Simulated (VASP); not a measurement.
**Static calculation, SnTe**

System: SnTe (rock salt type, first atom moved by 0.06 Å along [111]), 2 atoms in the cell.

VASP input. INCAR
```
ISMEAR = -1
SIGMA = 0.05
ISIF = 2
LHFCALC = .TRUE.
GGA = PE
HFSCREEN = 0.20787
NBANDS = 14
LASPH = .TRUE.
LMAXMIX = 4
NELM = 60
LREAL = .FALSE.
EDIFF = 1E-7
ALGO = Normal
PREC = Normal
PRECFOCK = Fast
ISTART = 1
ICHARG = 0
NELMIN = 4
ENCUT = 241.1
```

KPOINTS
```
mesh
0
Gamma
4 4 4
0 0 0
```

POSCAR
```
SnTe
1.0
     0.000000    3.205000    3.205000
     3.205000    0.000000    3.205000
     3.205000    3.205000    0.000000
Sn Te
1 1
Direct
  0.005404 0.005404 0.005404
  0.500000 0.500000 0.500000
```

Potentials (PBE.64), in the order of POSCAR: Sn_d Te

The WAVECAR comes from an earlier, cheaper step on the same cell.

Results

```json
{
  "Pressure": "-15.4 kbar",
  "Free energy TOTEN": "-9.0118 eV",
  "Energy (σ→0)": "-9.0105 eV",
  "Smearing term TS": "1.3 meV/atom",
  "Valence electrons": "20",
  "Irreducible k-points": "13"
}
```

```json
{"atom": "Sn1", "Fx (eV/Å)": "0.075", "Fy (eV/Å)": "0.075", "Fz (eV/Å)": "0.075"}
{"atom": "Te2", "Fx (eV/Å)": "-0.075", "Fy (eV/Å)": "-0.075", "Fz (eV/Å)": "-0.075"}
```

Stress tensor in GPa, compression positive:
```
-1.54  0.02  0.02
 0.02 -1.54  0.02
 0.02  0.02 -1.54
```

VASP prints the stress at a fixed plane-wave basis, so it holds the Pulay stress of this cutoff.

The k-mesh is coarse, so these values belong to this mesh and can lie far from the converged ones. Where the force pushes the moved atom further off its site, the soft mode may be real or faked by the k-mesh. At or near VASP's default cutoff a basis error can pull the printed pressure down, by about 1 GPa or less for soft potentials and by 10 GPa or more for hard ones such as O, N and F, so even its sign can be wrong. Potentials made with PBE were used with another functional.
